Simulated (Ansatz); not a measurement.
Runs of Ansatz 0.2.0 on AlNi. Symmetry: Pm-3m, No. 221, cubic system. The conventional cell has a = 2.881 Å, b = 2.881 Å, c = 2.881 Å, α = 90.00°, β = 90.00°, γ = 90.00°. Ni (site symmetry m-3m) is surrounded by 8 Al at 2.50 Å. Al (site symmetry m-3m) is surrounded by 8 Ni at 2.50 Å. 

| task | level | cell | cutoff (eV) | pressure (GPa) | moment (μB) | relaxed volume (Å³/atom) |
| --- | --- | --- | --- | --- | --- | --- |
| relaxation of cell and atoms | PBE+D3(BJ) | relaxed | - | 0.0 | 0.00 | 11.65 |
| relaxation of cell and atoms | PBE | relaxed | - | 0.0 | 0.00 | 12.10 |
| relaxation of cell and atoms | PBEsol+D3(BJ) | relaxed | - | 0.0 | 0.00 | 11.34 |
| relaxation of cell and atoms | RPBE+D3(BJ) | relaxed | - | 0.0 | 0.00 | (b) |
| band structure | PBEsol | as given | 255 | (a) | 0.00 | - |
| relaxation of cell and atoms | BLYP | relaxed | - | 0.0 | 0.00 | 12.46 |

Alike in all rows: potentials or basis all-electron LAPW, scalar-relativistic; spin collinear, ferromagnetic start; k mesh 9 × 9 × 9; smearing fermi-dirac 0.05 eV; basis error allowed 0.001 eV/atom.

Task: Estimate the missing entries.

Result: (a) -3.4; (b) 10.38.

Caveats: the starting moments weren't kept; the volume moved by -13 % from the deposited cell, more than functionals usually miss (some runs).
